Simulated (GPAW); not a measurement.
# Fe (Im-3m) in GPAW: single point with PBE

Aim: the single point of Fe with PBE.

Everything below comes from runs of GPAW 26.7.0. Logs are shortened: lines on timing, memory, paths and dates and some standing lists are left out, and cuts for length are marked. The log counts tension as positive stress, the text compression.

### Step 1. Starting point

The structure is cubic, space group Im-3m (No. 229). Conventional cell: a = 2.886 Å, b = 2.886 Å, c = 2.886 Å, α = 90.00°, β = 90.00°, γ = 90.00°. Fe (site symmetry m-3m) is surrounded by 8 Fe at 2.50 Å.

### Step 2. Single point, PBE, collinear spin, ferromagnetic start

run.py reads:

```python
from ase.dft.bandgap import bandgap
from ase.io import read, write
from ase.units import GPa
from gpaw import GPAW, PW

atoms = read('Fe.cif')
atoms.set_initial_magnetic_moments([4.0, 4.0])

calc = GPAW(mode=PW(450),
            xc='PBE',
            kpts={'size': (7, 7, 7), 'gamma': True},
            occupations={'name': 'fermi-dirac', 'width': 0.05},
            nbands=19,
            maxiter=120,
            txt='gpaw.txt')
atoms.calc = calc
energy = atoms.get_potential_energy()
forces = atoms.get_forces()
stress = atoms.get_stress()
calc.write('gs.gpw')
write('result.traj', atoms)
print(f'Energy: {energy:.6f} eV')
print('Forces (eV/A):')
print(forces.round(4))
print('Stress (GPa):', (stress / GPa).round(3))
print('Moments:', calc.get_magnetic_moments().round(3))
print('Fermi level:', round(calc.get_fermi_level(), 4), 'eV')
print(f'Gap: {bandgap(calc)[0]:.4f} eV, direct: {bandgap(calc, direct=True)[0]:.4f} eV')
```

Fe.cif reads:

```cif
data_Fe
_cell_length_a 2.88600000
_cell_length_b 2.88600000
_cell_length_c 2.88600000
_cell_angle_alpha 90.00000000
_cell_angle_beta 90.00000000
_cell_angle_gamma 90.00000000
_space_group_name_H-M_alt 'Im-3m'
_space_group_name_Hall '-I 4 2 3'
_space_group_IT_number 229
loop_
_space_group_symop_operation_xyz
'x,y,z'
'-x,-y,-z'
'-y,x,z'
'y,-x,-z'
'-x,-y,z'
'x,y,-z'
'y,-x,z'
'-y,x,-z'
'x,-y,-z'
'-x,y,z'
'-y,-x,-z'
'y,x,z'
'-x,y,-z'
'x,-y,z'
'y,x,-z'
'-y,-x,z'
'z,x,y'
'-z,-x,-y'
'z,-y,x'
'-z,y,-x'
'z,-x,-y'
'-z,x,y'
'z,y,-x'
'-z,-y,x'
'-z,x,-y'
'z,-x,y'
'-z,-y,-x'
'z,y,x'
'-z,-x,y'
'z,x,-y'
'-z,y,x'
'z,-y,-x'
'y,z,x'
'-y,-z,-x'
'x,z,-y'
'-x,-z,y'
'-y,z,-x'
'y,-z,x'
'-x,z,y'
'x,-z,-y'
'-y,-z,x'
'y,z,-x'
'-x,-z,-y'
'x,z,y'
'y,-z,-x'
'-y,z,x'
'x,-z,y'
'-x,z,-y'
'x+1/2,y+1/2,z+1/2'
'-x+1/2,-y+1/2,-z+1/2'
'-y+1/2,x+1/2,z+1/2'
'y+1/2,-x+1/2,-z+1/2'
'-x+1/2,-y+1/2,z+1/2'
'x+1/2,y+1/2,-z+1/2'
'y+1/2,-x+1/2,z+1/2'
'-y+1/2,x+1/2,-z+1/2'
'x+1/2,-y+1/2,-z+1/2'
'-x+1/2,y+1/2,z+1/2'
'-y+1/2,-x+1/2,-z+1/2'
'y+1/2,x+1/2,z+1/2'
'-x+1/2,y+1/2,-z+1/2'
'x+1/2,-y+1/2,z+1/2'
'y+1/2,x+1/2,-z+1/2'
'-y+1/2,-x+1/2,z+1/2'
'z+1/2,x+1/2,y+1/2'
'-z+1/2,-x+1/2,-y+1/2'
'z+1/2,-y+1/2,x+1/2'
'-z+1/2,y+1/2,-x+1/2'
'z+1/2,-x+1/2,-y+1/2'
'-z+1/2,x+1/2,y+1/2'
'z+1/2,y+1/2,-x+1/2'
'-z+1/2,-y+1/2,x+1/2'
'-z+1/2,x+1/2,-y+1/2'
'z+1/2,-x+1/2,y+1/2'
'-z+1/2,-y+1/2,-x+1/2'
'z+1/2,y+1/2,x+1/2'
'-z+1/2,-x+1/2,y+1/2'
'z+1/2,x+1/2,-y+1/2'
'-z+1/2,y+1/2,x+1/2'
'z+1/2,-y+1/2,-x+1/2'
'y+1/2,z+1/2,x+1/2'
'-y+1/2,-z+1/2,-x+1/2'
'x+1/2,z+1/2,-y+1/2'
'-x+1/2,-z+1/2,y+1/2'
'-y+1/2,z+1/2,-x+1/2'
'y+1/2,-z+1/2,x+1/2'
'-x+1/2,z+1/2,y+1/2'
'x+1/2,-z+1/2,-y+1/2'
'-y+1/2,-z+1/2,x+1/2'
'y+1/2,z+1/2,-x+1/2'
'-x+1/2,-z+1/2,-y+1/2'
'x+1/2,z+1/2,y+1/2'
'y+1/2,-z+1/2,-x+1/2'
'-y+1/2,z+1/2,x+1/2'
'x+1/2,-z+1/2,y+1/2'
'-x+1/2,z+1/2,-y+1/2'
loop_
_atom_site_label
_atom_site_type_symbol
_atom_site_symmetry_multiplicity
_atom_site_Wyckoff_symbol
_atom_site_fract_x
_atom_site_fract_y
_atom_site_fract_z
_atom_site_occupancy
Fe1 Fe 2 a 0.0000000000 0.0000000000 0.0000000000 1
```

Potentials or basis: GPAW PAW data sets (gpaw-data 1.2.1), pw.

Started as:

```sh
$ OMP_NUM_THREADS=1 python run.py
```

gpaw.txt:

```text
__  _  _
 | _ |_)|_||  |
 |__||  | ||/\| - 26.7.0

Input parameters:
  mode=PW(ecut=450.00000000000006),
  kpts=MonkhorstPack(size=(7, 7, 7), gamma=True),
  maxiter=120,
  nbands=19,
  occupations=Occupations(name='fermi-dirac', width=0.05),
  xc=XC(name='PBE')

Diagonalizing LCAO Hamiltonian
Converting LCAO to pw mode
   .------.
  /|      |
 * |      |
 | | Fe   |
 | .------.
 |/      /
 Fe-----*

Atoms  # Å, Bohr magnetons
|   | symbol |        x |        y |        z |    initial magnetic moments |
|---|--------|----------|----------|----------|-----------------------------|
| 0 |     Fe | 0.000000 | 0.000000 | 0.000000 | ( 0.0000,  0.0000,  4.0000) |
| 1 |     Fe | 1.443000 | 1.443000 | 1.443000 | ( 0.0000,  0.0000,  4.0000) |

Unit cell  # Å
| periodic |        x |        y |        z |  lengths |    angles |
|----------|----------|----------|----------|----------|-----------|
|      yes | 2.886000 | 0.000000 | 0.000000 | 2.886000 | 90.000000 |
|      yes | 0.000000 | 2.886000 | 0.000000 | 2.886000 | 90.000000 |
|      yes | 0.000000 | 0.000000 | 2.886000 | 2.886000 | 90.000000 |

Number of symmetries: 48
Symmetry operations  # r_c * U_cc + t_c -> r_c
|    | kind |            matrix            |
|----|------|------------------------------|
|  0 |  E   |  1, 0, 0,  0, 1, 0,  0, 0, 1 |
|  1 |  σ   |  1, 0, 0,  0, 1, 0,  0, 0,-1 |
|  2 |  σ   |  1, 0, 0,  0, 0, 1,  0, 1, 0 |
|  3 |  C4  |  1, 0, 0,  0, 0, 1,  0,-1, 0 |
|  4 |  C4  |  1, 0, 0,  0, 0,-1,  0, 1, 0 |
|  5 |  σ   |  1, 0, 0,  0, 0,-1,  0,-1, 0 |
|  6 |  σ   |  1, 0, 0,  0,-1, 0,  0, 0, 1 |
|  7 |  C2  |  1, 0, 0,  0,-1, 0,  0, 0,-1 |
|  8 |  σ   |  0, 1, 0,  1, 0, 0,  0, 0, 1 |
|  9 |  C2  |  0, 1, 0,  1, 0, 0,  0, 0,-1 |
| 10 |  C3  |  0, 1, 0,  0, 0, 1,  1, 0, 0 |
| 11 |  S6  |  0, 1, 0,  0, 0, 1, -1, 0, 0 |
| 12 |  S6  |  0, 1, 0,  0, 0,-1,  1, 0, 0 |
| 13 |  C3  |  0, 1, 0,  0, 0,-1, -1, 0, 0 |
| 14 |  C4  |  0, 1, 0, -1, 0, 0,  0, 0, 1 |
| 15 |  S4  |  0, 1, 0, -1, 0, 0,  0, 0,-1 |
| 16 |  C3  |  0, 0, 1,  1, 0, 0,  0, 1, 0 |
| 17 |  S6  |  0, 0, 1,  1, 0, 0,  0,-1, 0 |
| 18 |  σ   |  0, 0, 1,  0, 1, 0,  1, 0, 0 |
| 19 |  C4  |  0, 0, 1,  0, 1, 0, -1, 0, 0 |
| 20 |  C2  |  0, 0, 1,  0,-1, 0,  1, 0, 0 |
| 21 |  S4  |  0, 0, 1,  0,-1, 0, -1, 0, 0 |
| 22 |  S6  |  0, 0, 1, -1, 0, 0,  0, 1, 0 |
| 23 |  C3  |  0, 0, 1, -1, 0, 0,  0,-1, 0 |
| 24 |  S6  |  0, 0,-1,  1, 0, 0,  0, 1, 0 |
| 25 |  C3  |  0, 0,-1,  1, 0, 0,  0,-1, 0 |
| 26 |  C4  |  0, 0,-1,  0, 1, 0,  1, 0, 0 |
| 27 |  σ   |  0, 0,-1,  0, 1, 0, -1, 0, 0 |
| 28 |  S4  |  0, 0,-1,  0,-1, 0,  1, 0, 0 |
| 29 |  C2  |  0, 0,-1,  0,-1, 0, -1, 0, 0 |
| 30 |  C3  |  0, 0,-1, -1, 0, 0,  0, 1, 0 |
| 31 |  S6  |  0, 0,-1, -1, 0, 0,  0,-1, 0 |
| 32 |  C4  |  0,-1, 0,  1, 0, 0,  0, 0, 1 |
| 33 |  S4  |  0,-1, 0,  1, 0, 0,  0, 0,-1 |
| 34 |  S6  |  0,-1, 0,  0, 0, 1,  1, 0, 0 |
| 35 |  C3  |  0,-1, 0,  0, 0, 1, -1, 0, 0 |
| 36 |  C3  |  0,-1, 0,  0, 0,-1,  1, 0, 0 |
| 37 |  S6  |  0,-1, 0,  0, 0,-1, -1, 0, 0 |
| 38 |  σ   |  0,-1, 0, -1, 0, 0,  0, 0, 1 |
[... 80 lines left out ...]
    Using partial waves for Fe as LCAO basis

Reference energy: -69238.909200  # eV

eigensolver:
  PPCG
  Converge bands: occupied
  niter=2

density mixing:
  MSR1-Mixer
  Pratt-step length: 0.05
  Maximum mixing coefficient: 0.75
  Old densities: 10
  SVD Regularization: 0.005
  Good broyden scale: 1.0
  Trust region scale: 1.0
  Backstep threshold: 4.0
  History deletion threshold: 6.0
  Fourier metric: weight=20.0, sigma=0.015

occupation numbers:
  Fermi-Dirac:
    width: 0.0500  # eV

poisson solver:
  ecut: 3600.0000000000005  # eV

xc functional:
  name: PBE with 2 nearest neighbor stencil

convergence criteria:
- Maximum [total energy] change in last 3 cyles: 0.0005 eV / valence electron
- Maximum integral of absolute [dens]ity change: 0.0001 electrons / valence electron
- Maximum integral of absolute [eigenst]ate change: 4e-08 eV^2 / valence electron
maximum number of iterations: 120

SCF iterations
|iter     | |      energy | eigst |  dens |  magmom |
|---------|-|-------------|-------|-------|---------|
|iter:   1| |  -17.217143 | +0.26 |       |  +8.0141|
|iter:   2| |  -17.259462 | -2.03 | -0.72 |  +7.8903|
|iter:   3| |  -17.817224 | -2.32 | -0.75 |  +6.1885|
|iter:   4| |  -17.923026 | -2.55 | -1.10 |  +4.9205|
|iter:   5| |  -17.956438 | -3.36 | -1.67 |  +4.8244|
|iter:   6| |  -17.933261 | -3.54 | -1.38 |  +4.6178|
|iter:   7| |  -17.939923 | -3.60 | -1.82 |  +4.3617|
|iter:   8| |  -17.944613 | -3.87 | -1.99 |  +4.4119|
|iter:   9| |  -17.945238c| -5.57 | -2.35 |  +4.4823|
|iter:  10| |  -17.945190c| -5.53 | -2.72 |  +4.5311|
|iter:  11| |  -17.945304c| -5.98 | -3.11 |  +4.5188|
|iter:  12| |  -17.945328c| -6.91 | -3.63 |  +4.5129|
|iter:  13| |  -17.945328c| -7.96c| -4.72c|  +4.5127|

Converged in 13 steps
Energy contributions relative to reference atoms: (reference = -69238.909200)

Energy contributions:
  Kinetic:           9.741011
  Coulomb:          -8.417661
  Zero:              0.313650
  External:          0.000000
  Xc:              -19.573392
  Entropy:          -0.017873
  Spinorbit:         0.000000
  ----------------------------
  Free energy:     -17.954264
  Extrapolated:    -17.945328

dipole moment: (-7.071432, -7.071432, -7.071432)  # |e|*Ang

Total magnetic moment: (0.000000, 0.000000, 4.512704)

Local magnetic moments
|        x |        y |        z |
|----------|----------|----------|
| 0.000000 | 0.000000 | 2.283605 |  # Fe   0
| 0.000000 | 0.000000 | 2.283655 |  # Fe   1

Fermi level: 9.253
Eigenvalues  # (at kpt = [0.000, 0.000, 0.000])
| band index |      eig [eV] | occ [0-1] |      eig [eV] | occ [0-1] |
|------------|---------------|-----------|---------------|-----------|
|          0 |         1.100 |     1.000 |         1.272 |     1.000 |
|          1 |         4.775 |     1.000 |         6.667 |     1.000 |
|          2 |         4.775 |     1.000 |         6.667 |     1.000 |
|          3 |         7.142 |     1.000 |         9.096 |     0.958 |
|          4 |         7.142 |     1.000 |         9.096 |     0.958 |
|          5 |         7.142 |     1.000 |         9.096 |     0.958 |
|          6 |         8.231 |     1.000 |        11.061 |     0.000 |
|          7 |         8.231 |     1.000 |        11.061 |     0.000 |
|          8 |         9.389 |     0.062 |        11.626 |     0.000 |
|          9 |         9.389 |     0.062 |        11.626 |     0.000 |
|         10 |         9.389 |     0.062 |        11.626 |     0.000 |
|         11 |        18.763 |     0.000 |        19.044 |     0.000 |
|         12 |        18.763 |     0.000 |        19.044 |     0.000 |
|         13 |        18.763 |     0.000 |        19.044 |     0.000 |
|         14 |        24.354 |     0.000 |        25.467 |     0.000 |
|        ... |               |           |               |           |
|         18 |        35.588 |     0.000 |        33.391 |     0.000 |

No gap
No difference between direct/indirect transitions

Forces  # eV/Ang
|        x |        y |        z |
|----------|----------|----------|
| -0.00000 | -0.00000 | -0.00000 |  # Fe   0
|  0.00000 |  0.00000 |  0.00000 |  # Fe   1

Stress tensor  # eV/Ang^3
|        x |        y |        z |
|----------|----------|----------|
| 0.074710 | 0.000000 | 0.000000 |
| 0.000000 | 0.074710 | 0.000000 |
| 0.000000 | 0.000000 | 0.074710 |

# Writing to gs.gpw (mode='')
```

It took 10 s on 1 thread of Arm Neoverse V2, shared host; peak memory 0.13 GiB.

What came out:

```
Free energy            : -17.9543 eV
Pressure               : -12.0 GPa
Band gap on the k mesh : none (metal or under the smearing width)
Net moment             : 4.51 μB per cell
Site moments           : Fe +2.28 μB
```

Caveat: the cutoff is short for stress and forces, so pressures can be off by a GPa or more.
